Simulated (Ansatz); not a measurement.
# Rh: strain energy, fitted

Rh, Fm-3m, a = 3.800 Å. Ansatz: r2SCAN, PAW, 500 eV, Γ-centred 20×20×14 mesh on 2 atoms, Gaussian smearing 0.10 eV; no spin polarisation. Series: uniaxial strain along a, with b, c and atoms relaxed; x is the strain in per cent. The axes a, b, c are those of the computed cell (2.687, 2.687, 3.800 Å), along [1 1 0], [-1 1 0], [0 0 1] of the cell named above. y is the free energy over the unstrained cell, V0 = 13.717 Å³/atom.

| x (%) | y (meV/atom) |
| --- | --- |
| -2.0 | ? |
| -1.0 | 1.78 |
| 0.0 | 0.00 |
| 1.0 | 1.88 |
| 2.0 | 6.98 |

Question: Fit y = c2 x² + c3 x³ to the other rows, turn c2 into a modulus, and predict the missing energy.

Answer: Least squares on the rows shown. y = 1.794 x² − 0.02220 x³. In eV per unit strain² c2 is 17.94; this is Young's modulus along the axis (E = ½ Y V0 ε²): 2 × 17.94 × 160.2 / (13.717) = 419 GPa. At x = -2.0 the fit asked for gives 7.35 meV/atom. The run gave 7.70 meV/atom, so the fit is 0.35 meV/atom too low, 4.5 % of the span of the series, against an rms of 0.07 meV/atom on the fitted rows. The row lies outside the fitted range. With a term in x⁴ added, a fit to the same known rows (none to spare) predicts 6.18 meV/atom, further off still.

2 further runs of this set didn't finish or converge.